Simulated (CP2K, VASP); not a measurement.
This is a calculation of KMgF3 for CP2K 2026.2. 

Contents of kmgf3_scf.inp:

```
&GLOBAL
  PROJECT kmgf3_scf
  RUN_TYPE ENERGY_FORCE
  PRINT_LEVEL LOW
&END GLOBAL
&FORCE_EVAL
  METHOD QS
  STRESS_TENSOR ANALYTICAL
  &DFT
    BASIS_SET_FILE_NAME BASIS_MOLOPT_UZH
    POTENTIAL_FILE_NAME POTENTIAL_UZH
    &MGRID
      CUTOFF 1400
      REL_CUTOFF 60
      NGRIDS 5
    &END MGRID
    &QS
      METHOD GPW
      EPS_DEFAULT 1.0E-10
    &END QS
    &KPOINTS
      SCHEME MONKHORST-PACK 7 7 7
      GAMMA_CENTERED T
      SYMMETRY T
      SYMMETRY_BACKEND SPGLIB
    &END KPOINTS
    &SCF
      SCF_GUESS ATOMIC
      EPS_SCF 1.0E-6
      MAX_SCF 100
      ADDED_MOS 16
      CHOLESKY OFF
      EPS_EIGVAL 1.0E-7
      &DIAGONALIZATION ON
        ALGORITHM STANDARD
      &END DIAGONALIZATION
      &MIXING ON
        METHOD BROYDEN_MIXING
        ALPHA 0.4
        BETA 1.5
        NBUFFER 8
      &END MIXING
      &SMEAR ON
        METHOD GAUSSIAN
        SIGMA [eV] 0.02
      &END SMEAR
    &END SCF
    &XC
      &XC_FUNCTIONAL
        &GGA_X_PBE
        &END GGA_X_PBE
        &GGA_C_PBE
        &END GGA_C_PBE
      &END XC_FUNCTIONAL
    &END XC
    &PRINT
      &KPOINTS ON
      &END KPOINTS
      &MULLIKEN ON
      &END MULLIKEN
      &MO ON
        ENERGIES T
        OCCUPATION_NUMBERS T
        &EACH
          QS_SCF 0
        &END EACH
        ADD_LAST NUMERIC
      &END MO
      &E_DENSITY_CUBE ON
        STRIDE 2
      &END E_DENSITY_CUBE
      &V_HARTREE_CUBE ON
        STRIDE 2
      &END V_HARTREE_CUBE
      &ELF_CUBE ON
        STRIDE 2
      &END ELF_CUBE
    &END PRINT
  &END DFT
  &SUBSYS
    &CELL
      ABC 3.9859000000 3.9859000000 3.9859000000
      ALPHA_BETA_GAMMA 90.0000000000 90.0000000000 90.0000000000
      PERIODIC XYZ
    &END CELL
    &COORD
      SCALED
      K   0.5000000000 0.5000000000 0.5000000000
      Mg  0.0000000000 0.0000000000 0.0000000000
      F   0.0000000000 0.0000000000 0.5000000000
      F   0.0000000000 0.5000000000 0.0000000000
      F   0.5000000000 0.0000000000 0.0000000000
    &END COORD
    &KIND K
      BASIS_SET TZVP-MOLOPT-PBE-GTH-q9
      POTENTIAL GTH-PBE-q9
    &END KIND
    &KIND Mg
      BASIS_SET TZVP-MOLOPT-PBE-GTH-q10
      POTENTIAL GTH-PBE-q10
    &END KIND
    &KIND F
      BASIS_SET TZVP-MOLOPT-PBE-GTH-q7
      POTENTIAL GTH-PBE-q7
    &END KIND
    &PRINT
      &ATOMIC_COORDINATES ON
      &END ATOMIC_COORDINATES
      &CELL ON
      &END CELL
    &END PRINT
  &END SUBSYS
  &PRINT
    &FORCES ON
    &END FORCES
    &STRESS_TENSOR ON
    &END STRESS_TENSOR
  &END PRINT
&END FORCE_EVAL
```

Potentials or basis: POTENTIAL_UZH K GTH-PBE-q9, Mg GTH-PBE-q10, F GTH-PBE-q7; TZVP-MOLOPT-PBE-GTH basis.

Run with:

```sh
$ OMP_NUM_THREADS=1 cp2k.psmp -i kmgf3_scf.inp -o kmgf3_scf.out
```

Task: Set up the same calculation for VASP 6.6.1. Potentials or basis there: PBE PAW files F, K_pv, Mg, 500 eV.

Result: As run (cutoffs and basis follow the program's own potentials, and thresholds, step limits or extra output files can differ):

File INCAR:

```
PREC = Accurate
ENCUT = 500
EDIFF = 1E-7
ISMEAR = 0
SIGMA = 0.02
LREAL = False
LASPH = True
NELM = 60
ALGO = Normal
ISIF = 2
LWAVE = False
LCHARG = True
GGA = PE
LELF = True
LVHAR = True
```

File KPOINTS:

```
regular mesh
0
Gamma
  7 7 7
```

POSCAR

```
KMgF3
1.0
    3.9859000000      0.0000000000      0.0000000000
    0.0000000000      3.9859000000      0.0000000000
    0.0000000000      0.0000000000      3.9859000000
K Mg F
1 1 3
Cartesian
    1.9929500000      1.9929500000      1.9929500000
    0.0000000000      0.0000000000      0.0000000000
    0.0000000000      0.0000000000      1.9929500000
    0.0000000000      1.9929500000      0.0000000000
    1.9929500000      0.0000000000      0.0000000000
```

Potentials or basis: VASP PAW PBE potentials, release 64 (K_pv, Mg, F).

The run is started by

```bash
$ cat potpaw_PBE.64/K_pv/POTCAR potpaw_PBE.64/Mg/POTCAR potpaw_PBE.64/F/POTCAR > POTCAR
$ mpirun -np 1 vasp_std > vasp.out
```

Both were run:

|  | CP2K | VASP |
| --- | --- | --- |
| Pressure | 5.2 GPa | 3.8 GPa |

The potentials hold 40 and 30 valence electrons a cell.

Pressure is positive in compression.
